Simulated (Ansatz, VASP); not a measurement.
# Two plane-wave programs on RbBr

The input INCAR:

```
ALGO = Normal
EDIFF = 1E-6
ENCUT = 520
GGA = PE
ISIF = 2
ISMEAR = 0
LASPH = T
LCHARG = F
LREAL = F
LWAVE = F
NBANDS = 15
NELM = 80
PREC = Accurate
SIGMA = 0.05
```

Contents of KPOINTS:

```
k-points
0
Gamma
  6 6 6
```

POSCAR

```
RbBr
1.0
    3.8827873972      0.0000000000      0.0000000000
    0.0000000000      3.8827873972      0.0000000000
    0.0000000000      0.0000000000      4.6593448767
Rb Br
1 1
Direct
    0.0000000000      0.0000000000      0.0000000000
    0.5000000000      0.5000000000      0.5000000000
```

Input for Ansatz:

```yaml
crystal:
  lattice:
    - [3.8827873972, 0.0, 0.0]
    - [0.0, 3.8827873972, 0.0]
    - [0.0, 0.0, 4.6593448767]
  atoms:
    - { symbol: Rb, position: [0.0, 0.0, 0.0] }
    - { symbol: Br, position: [0.5, 0.5, 0.5] }
basis:
  ecutwfc: 420
kpoints:
  mp_grid: { grid: [6, 6, 6] }
hamiltonian:
  xc: pbe
scf:
  occupations: { method: gaussian, width: 0.05 }
output:
  forces: true
  stress: true
  eigenvalues: true
```

Alike in both runs: task single point; functional PBE; k mesh 6 × 6 × 6; occupations gaussian, width 0.05 eV; no spin polarisation.

```csv
,VASP,Ansatz
version,VASP 6.6.1,Ansatz 0.2.0
potentials or method,"VASP PAW PBE potentials, release 64 (Rb_sv, Br)","scalar-relativistic, plane waves, PAW"
plane-wave cutoff (eV),520,420
valence electrons in the cell,16,16
```

|  | VASP | Ansatz | Ansatz less VASP |
| --- | --- | --- | --- |
| gap on the k mesh at the Fermi level (eV) | 3.32 | 3.32 | +0.002 |
| least direct gap on the mesh (eV) | 3.49 | 3.49 | +0.001 |
| pressure (GPa) | 0.8 | 0.8 | -0.03 |
| largest component of the traceless stress (GPa) | 3.76 | 3.76 | 0.000 |

With one functional, cell and mesh, what is left measures potentials, basis and numerics.

A k mesh can miss the band edges.
